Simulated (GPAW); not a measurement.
**free-standing triangular Ni monolayer, spacing 2.48 A: anisotropy with GPAW**

One collinear state of free-standing triangular Ni monolayer, spacing 2.48 A is converged, and its anisotropy computed from it.

Main program and level: GPAW 26.7.0; PBE; plane waves with GPAW's PAW setups, scalar-relativistic.

## (1) Set-up

The cell holds 1 atom: 1 Ni. Cell: a = 2.480 Å, b = 2.480 Å, c = 14.000 Å, α = 90.0°, β = 90.0°, γ = 120.0°. model lattice. Vacuum lies along c.

Coordinates:

```cif
data_structure
_symmetry_space_group_name_H-M 'P 1'
_symmetry_Int_Tables_number 1
_cell_length_a 2.4800
_cell_length_b 2.4800
_cell_length_c 14.0000
_cell_angle_alpha 90.000
_cell_angle_beta 90.000
_cell_angle_gamma 120.000
_cell_volume 74.57
loop_
_atom_site_label
_atom_site_type_symbol
_atom_site_fract_x
_atom_site_fract_y
_atom_site_fract_z
_atom_site_occupancy
Ni1 Ni 0.00000 0.00000 0.50000 1
```

## (2) Ground-state run

All later steps read the density of this run.

Input file order1.py:

```python
import json
import numpy as np
from ase import Atoms
from ase.parallel import paropen, parprint
from gpaw import GPAW

atoms = Atoms(['Ni'],
    cell=[[2.48, 0.0, 0.0],
         [-1.24, 2.147743, 0.0],
         [0.0, 0.0, 14.0]],
    scaled_positions=[[0.0, 0.0, 0.5]],
    pbc=True,
    magmoms=[1.0])
atoms.calc = GPAW(mode={'name': 'pw', 'ecut': 550},
    xc='PBE',
    kpts={'size': (12, 12, 1), 'gamma': True},
    occupations={'name': 'fermi-dirac', 'width': 0.1},
    convergence={'density': 1e-05, 'energy': 1e-05},
    maxiter=200,
    txt='order1.txt')
e = atoms.get_potential_energy(force_consistent=True)
res = {'free_energy': e, 'energy_sigma0': atoms.get_potential_energy(), 'fermi_energy': atoms.calc.get_fermi_level()}
res['moments'] = atoms.get_magnetic_moments().tolist()
res['total'] = atoms.get_magnetic_moment()
parprint('site moments (muB):', np.round(res['moments'], 3))
parprint(f"total moment: {res['total']:.3f} muB")
parprint(f'free energy: {e:.6f} eV')
atoms.calc.write('order1.gpw')
with paropen('results.json', 'w') as f:
    json.dump(res, f)
```

Launch:

```console
> OMP_NUM_THREADS=1 python3 order1.py > order1.log
```

Numbers of over 12 decimals in the logs are rounded to 6 here.

The log of the run:

```text
site moments (muB): [0.915]
total moment: 0.845 muB
free energy: -6.057585 eV

--- order1.txt ---
Input parameters:
  mode=PW(ecut=550),
  convergence={'density': 1e-05, 'energy': 1e-05},
  kpts=MonkhorstPack(size=(12, 12, 1), gamma=True),
  maxiter=200,
  occupations=Occupations(name='fermi-dirac', width=0.1),
  xc=XC(name='PBE')

Diagonalizing LCAO Hamiltonian
Converting LCAO to pw mode

       Ni

Atoms  # Å, Bohr magnetons
|   | symbol |        x |        y |        z |    initial magnetic moments |
|---|--------|----------|----------|----------|-----------------------------|
| 0 |     Ni | 0.000000 | 0.000000 | 7.000000 | ( 0.0000,  0.0000,  1.0000) |

Unit cell  # Å
| periodic |         x |        y |         z |   lengths |     angles |
|----------|-----------|----------|-----------|-----------|------------|
|      yes |  2.480000 | 0.000000 |  0.000000 |  2.480000 |  90.000000 |
|      yes | -1.240000 | 2.147743 |  0.000000 |  2.480000 |  90.000000 |
|      yes |  0.000000 | 0.000000 | 14.000000 | 14.000000 | 120.000000 |

Number of symmetries: 24

BZ-sampling:
  Number of BZ points: 144
  Number of IBZ points: 19

  Monkhorst-Pack size: [12, 12, 1]
  Monkhorst-Pack shift: [0.041667, 0.041667, 0.0]

Plane wave coefficients: 2204
Cutoff: 550.0 eV

Spin-components: 2 (collinear spins)
Bands:           12
Projectors:      6
Spin-degeneracy: 1
Datatype:        complex128

Parallelization:
  kpt:    1
  domain: 1
  band:   1

Density:
  Valence electrons: 16.0
  Components: 2
  Grid points: [14 14 80]
  Charge: 0.0  # |e|

Potential:
  Grid points: [14 14 80]

[... setups left out ...]
Reference energy: -41367.998447  # eV

eigensolver:
  PPCG
  Converge bands: occupied
  niter=2

density mixing:
  MSR1-Mixer
  Pratt-step length: 0.05
  Maximum mixing coefficient: 0.75
  Old densities: 10
  SVD Regularization: 0.005
  Good broyden scale: 1.0
  Trust region scale: 1.0
  Backstep threshold: 4.0
  History deletion threshold: 6.0
  Fourier metric: weight=20.0, sigma=0.015

occupation numbers:
  Fermi-Dirac:
    width: 0.1000  # eV

poisson solver:
  ecut: 4400.0  # eV

xc functional:
  name: PBE with 2 nearest neighbor stencil

convergence criteria:
- Maximum integral of absolute [dens]ity change: 1e-05 electrons / valence electron
- Maximum [total energy] change in last 3 cyles: 1e-05 eV / valence electron
- Maximum integral of absolute [eigenst]ate change: 4e-08 eV^2 / valence electron
maximum number of iterations: 200

SCF iterations
|iter     |      energy | eigst |  dens |  magmom |
|---------|-------------|-------|-------|---------|
|iter:   1|       0s |   -6.419963 | +0.34 |       |  +1.0009|
|iter:   2|       1s |   -6.230917 | -0.80 | -1.12 |  +0.9899|
|iter:   3|       3s |   -6.002635 | -1.44 | -1.24 |  +0.9615|
|iter:   4|       4s |   -5.998669 | -2.41 | -1.63 |  +0.9262|
|iter:   5|       5s |   -6.007281 | -2.45 | -1.79 |  +0.8738|
|iter:   6|       7s |   -6.011052 | -3.28 | -2.20 |  +0.8618|
|iter:   7|       8s |   -6.018453 | -3.22 | -2.32 |  +0.8401|
|iter:   8|       9s |   -6.019594 | -4.12 | -2.64 |  +0.8415|
|iter:   9|      11s |   -6.021263 | -4.10 | -2.86 |  +0.8445|
|iter:  10|      12s |   -6.021152 | -5.35 | -3.71 |  +0.8449|
|iter:  11|      14s |   -6.021161c| -6.13 | -4.30 |  +0.8450|
|iter:  12|      15s |   -6.021161c| -6.73 | -4.43 |  +0.8452|
|iter:  13|      16s |   -6.021179c| -7.18 | -4.96 |  +0.8451|
|iter:  14|      17s |   -6.021186c| -7.66c| -5.36c|  +0.8451|

Converged in 14 steps
Energy contributions relative to reference atoms: (reference = -41367.998447)

Energy contributions:
  Kinetic:           3.532149
  Coulomb:          -2.510196
  Zero:              0.116260
  External:          0.000000
  Xc:               -7.122999
  Entropy:          -0.072799
  Spinorbit:         0.000000
  ----------------------------
  Free energy:      -6.057585
  Extrapolated:     -6.021186

dipole moment: (-2.524762, -4.373017, 0.000003)  # |e|*Ang

Total magnetic moment: (0.000000, 0.000000, 0.845119)

Local magnetic moments
|        x |        y |        z |
|----------|----------|----------|
| 0.000000 | 0.000000 | 0.915241 |  # Ni   0

Fermi level: -3.278
Eigenvalues  # (at kpt = [-0.000, -0.000, 0.000])
| band index |      eig [eV] | occ [0-1] |      eig [eV] | occ [0-1] |
|------------|---------------|-----------|---------------|-----------|
|          0 |       -67.096 |     1.000 |       -65.996 |     1.000 |
|          1 |       -67.096 |     1.000 |       -65.996 |     1.000 |
|          2 |       -66.773 |     1.000 |       -65.678 |     1.000 |
|          3 |        -8.894 |     1.000 |        -8.872 |     1.000 |
|          4 |        -5.300 |     1.000 |        -4.544 |     1.000 |
|          5 |        -5.300 |     1.000 |        -4.427 |     1.000 |
|          6 |        -5.009 |     1.000 |        -4.426 |     1.000 |
|          7 |        -4.143 |     1.000 |        -2.897 |     0.022 |
|          8 |        -4.143 |     1.000 |        -2.897 |     0.022 |
|          9 |        -2.277 |     0.000 |        -2.378 |     0.000 |
|         10 |         1.660 |     0.000 |         1.602 |     0.000 |
|         11 |         2.681 |     0.000 |         2.588 |     0.000 |

No gap
No difference between direct/indirect transitions
```

Run time: 21 s. Hardware: 1 MPI rank of Arm Neoverse V1, shared host; peak memory 0.18 GiB.

Read from the output:

```
magnetization  : 0.8451 μB
final state    : ferromagnetic
largest moment : 0.9152 μB
```

After 14 cycles the largest moment stands at 0.915 μB.

## (3) Non-self-consistent run

The steps that follow sum over empty states, which the ground-state run does not converge; 14 states a spin are converged here at the frozen density and written with their wave functions.

It starts from the saved density of the lowest of the states tried.

Input file nscf.py:

```python
from gpaw import GPAW

calc = GPAW('order1.gpw').fixed_density(
    kpts={'size': (12, 12, 1), 'gamma': True},
    nbands=18,
    convergence={'bands': 14, 'eigenstates': 1e-9},
    parallel={'domain': 1},
    txt='nscf.txt')
calc.write('nscf.gpw', mode='all')
```

Launch:

```console
> OMP_NUM_THREADS=1 python3 nscf.py > nscf.log
```

The log of the run:

```text
Input parameters:
  mode=PW(ecut=550),
  convergence={'bands': 14, 'eigenstates': 1e-09},
  gpts=array([14, 14, 80]),
  kpts=MonkhorstPack(size=(12, 12, 1), gamma=True),
  maxiter=200,
  nbands=18,
  occupations=Occupations(name='fermi-dirac', width=0.1),
  parallel={'domain': 1},
  xc=XC(name='PBE')
```

The job ended after 20 s (1 MPI rank; peak memory 0.19 GiB).

## (4) Easy axis by the force theorem

Spin–orbit coupling is added in the basis of the saved states for each direction of the moments. The change in the band energy is the anisotropy energy, with no new self-consistent run.

Input file anisotropy.py:

```python
import json
import numpy as np
from ase.parallel import paropen, parprint
from gpaw import GPAW
from gpaw.spinorbit import soc_eigenstates

calc = GPAW('nscf.gpw')
angles = [[0.0, 0.0], [90.0, 0.0], [90.0, 90.0], [90.0, 45.0], [54.7356, 45.0], [45.0, 0.0]]  # theta, phi in degrees
res = {'rows': []}
for scale in [1.0]:
    e0 = None
    for theta, phi in angles:
        soc = soc_eigenstates(calc, n2=14, scale=scale, theta=theta, phi=phi)
        e = soc.calculate_band_energy()
        e0 = e if e0 is None else e0
        orbital = soc.get_orbital_magnetic_moments()
        res['rows'].append([scale, theta, phi, 1000 * (e - e0), orbital.tolist()])
        parprint(f'scale {scale} theta {theta:6.1f} phi {phi:6.1f}  dE = {1000 * (e - e0):9.4f} meV  |L| =', np.round(np.linalg.norm(orbital, axis=1), 4))
with paropen('results.json', 'w') as f:
    json.dump(res, f)
```

Launch:

```console
> OMP_NUM_THREADS=1 python3 anisotropy.py > anisotropy.log
```

The log of the run:

```text
scale 1.0 theta    0.0 phi    0.0  dE =    0.0000 meV  |L| = [0.0876]
scale 1.0 theta   90.0 phi    0.0  dE =   -1.3787 meV  |L| = [0.1769]
scale 1.0 theta   90.0 phi   90.0  dE =   -1.3787 meV  |L| = [0.1769]
scale 1.0 theta   90.0 phi   45.0  dE =   -1.3787 meV  |L| = [0.1769]
scale 1.0 theta   54.7 phi   45.0  dE =   -0.9190 meV  |L| = [0.1532]
scale 1.0 theta   45.0 phi    0.0  dE =   -0.6892 meV  |L| = [0.1398]
```

Wall time 2.8 s (1 MPI rank); peak memory 0.14 GiB.

Theta from the Cartesian z axis, phi from x; spin up lies along the direction. Anisotropy, by row:

| spin-orbit scale | theta (degrees) | phi (degrees) | band energy less that along z (meV a cell) | orbital moment of atom 1 along the direction (μB) | sum of orbital moments along the direction (μB a cell) |
| --- | --- | --- | --- | --- | --- |
| 1 | 0 | 0 | 0 | 0.08764 | 0.08764 |
| 1 | 90 | 0 | -1.379 | 0.1769 | 0.1769 |
| 1 | 90 | 90 | -1.379 | 0.1769 | 0.1769 |
| 1 | 90 | 45 | -1.379 | 0.1769 | 0.1769 |
| 1 | 54.74 | 45 | -0.919 | 0.1472 | 0.1472 |
| 1 | 45 | 0 | -0.6892 | 0.1324 | 0.1324 |

## (5) What came out

| Quantity | Value |
| --- | --- |
| state | ferromagnetic |
| largest site moment | 0.915 μB |
| spread of the directions' energies | 1.38 meV a cell |
| easiest direction tried | the plane normal to z |

About the ferromagnetic state the directions differ by 1.38 meV a cell, with the plane normal to z easiest. No opposed order was compared. The anisotropy comes from the force theorem at a frozen potential; it needs a check on a finer mesh, and shape anisotropy is not in it.

[Logs and program files are shortened in this print: banners, set-up blocks, solver, clock and traceback lines can be left out without a mark of their own.]

[Logs are printed without paths, hosts, clocks, repeated set-up lines and the standing remarks that a program may print on its own settings, such as how far it seeks lower states.]

[Hosts, paths, dates, database ids (printed as entryN), source tags and the programs' standing remarks are cut or masked in the printed files.]

[Where a cell is said to come from a database of computed structures, the database is the Materials Project.]
